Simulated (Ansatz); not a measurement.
Input for Ansatz (plane-wave DFT, PAW):

```yaml
crystal:
  lattice:
    - [-0.0079934164, 2.1582442755, 2.1844740382]
    - [2.1832291619, 0.0063117414, 2.1701688804]
    - [2.1899995419, 2.1507094978, -0.0004586386]
  atoms:
    - { symbol: Al, position: [0.0467881416, 0.0056295954, -0.0025160331] }
    - { symbol: "N", position: [0.7032118584, 0.7443704046, 0.7525160331] }
basis:
  ecutwfc: 420
kpoints:
  mp_grid: { grid: [10, 10, 10] }
hamiltonian:
  xc: pbesol
scf:
  occupations: { method: gaussian, width: 0.02 }
output:
  forces: true
  stress: true
  eigenvalues: true
  write_density: true
  write_potential: true
  elf: true
  volumetric_format: npy
```

Launched with
```bash
ansatz run input.yaml --threads 1 --pin off --max-ram 1331MiB --backend cpu --events-out ev --progress --plain --runs-dir out
```

The calculation used DFT PBEsol, scalar-relativistic, plane waves, PAW in Ansatz 0.2.0.

From the run's log, abridged (iterations and final results):

```
SCF iter   1: F=—  HF=-905.260843 eV  |F-HF|=—  |Δ(HF+E_count)|=         —  Δρ=9.77e-3  dr2=2.08e-2  ethr=1.77e-3  ⟨swp⟩=5.3  Hψ=30595  notcnv=0
SCF iter   2: F=—  HF=-905.255753 eV  |F-HF|=—  |Δ(HF+E_count)|=   5.09e-3  Δρ=4.18e-3  dr2=2.74e-3  ethr=2.61e-4  ⟨swp⟩=2.8  Hψ=11527  notcnv=0
SCF iter   3: F=—  HF=-905.254929 eV  |F-HF|=—  |Δ(HF+E_count)|=   8.23e-4  Δρ=7.18e-4  dr2=5.13e-5  ethr=3.42e-5  ⟨swp⟩=2.6  Hψ=7675  notcnv=0
SCF iter   4: F=—  HF=-905.254943 eV  |F-HF|=—  |Δ(HF+E_count)|=   1.38e-5  Δρ=5.68e-5  dr2=2.12e-7  ethr=6.41e-7  ⟨swp⟩=1.4  Hψ=4625  notcnv=0
SCF iter   5: F=-905.254943 eV  HF=-905.254943 eV  |F-HF|=1.46e-9  |Δ(HF+E_count)|=   2.28e-7  Δρ=6.87e-6  dr2=4.18e-9  ethr=2.65e-9  ⟨swp⟩=2.2  Hψ=5989  notcnv=0
SCF iter   6: F=-905.254943 eV  HF=-905.254943 eV  |F-HF|=3.52e-11  |Δ(HF+E_count)|=   1.98e-9  Δρ=1.15e-6  dr2=1.18e-10  ethr=5.22e-11  ⟨swp⟩=4.0  Hψ=17752  notcnv=0
SCF 1 converged in 6 iterations: F = -905.254943 eV  dr2 = 1.18e-10
SCF converged after 6 iterations
Free energy (F): -905.254943 eV
Harris-Foulkes:  -905.254943 eV  (|F-HF|=3.52e-11)
Internal energy: -905.254943 eV  (E = F + TS)
E sigma→0 (E₀):  -905.254943 eV
Fermi energy:    8.951552 eV
--- Per-component energies (eV) ---
  E_band       = 15.512057
  E_kinetic    = 160.451193
  E_local      = -223.501360  (includes V_loc(G=0)·N_el)
  E_nonlocal   = 56.635211
  E_hartree    = 76.783520
  E_xc         = -101.038961
  E_vxc        = -107.863996  (∫ρ·V_xc dr)
  E_paw        = -578.208931  (= ΣΔE_a)
  E_vpaw       = -23.776110  (= ΣTr[D̂ρ^β])
  E_aug_tail   = 0.000094  (compensation charges beyond the density's cutoff)
  E_ewald      = -296.422947
  E_core_change = 0.047238  (= ΣΔE_core)
  E_smearing   =  0.000000  (= −TS)
--- Forces (eV/Å), atoms counted from 1 ---
  atom   1  Al     2.47892735    -3.00480062    -3.56018552
  atom   2  N     -2.47893243     3.00480508     3.56019210
--- Stress (GPa, compression-positive) ---
       21.720487     -19.819670     -15.513343
      -19.819736      13.805472       8.787644
      -15.513613       8.787753       9.586623
  P = ⅓ Tr σ = 15.0375 GPa (150.375 kbar)
--- Band table (eV; the first three rows and the last of 504) ---
  k-point 0: bands = ["-8.0248", "6.2334", "7.0216", "7.7266", "11.0727", "19.6022", "19.6842", "19.7613"]
  k-point 1: bands = ["-7.8752", "5.9230", "6.5483", "7.5936", "11.7375", "18.7616", "19.8283", "20.2774"]
  k-point 2: bands = ["-7.4489", "4.5114", "6.2819", "7.4095", "12.8577", "17.9029", "19.4802", "20.2009"]
  k-point 503: bands = ["-5.9738", "1.3776", "5.8276", "6.5612", "14.4998", "16.8775", "17.9074", "18.2991"]
```

The calculation finished and met its thresholds.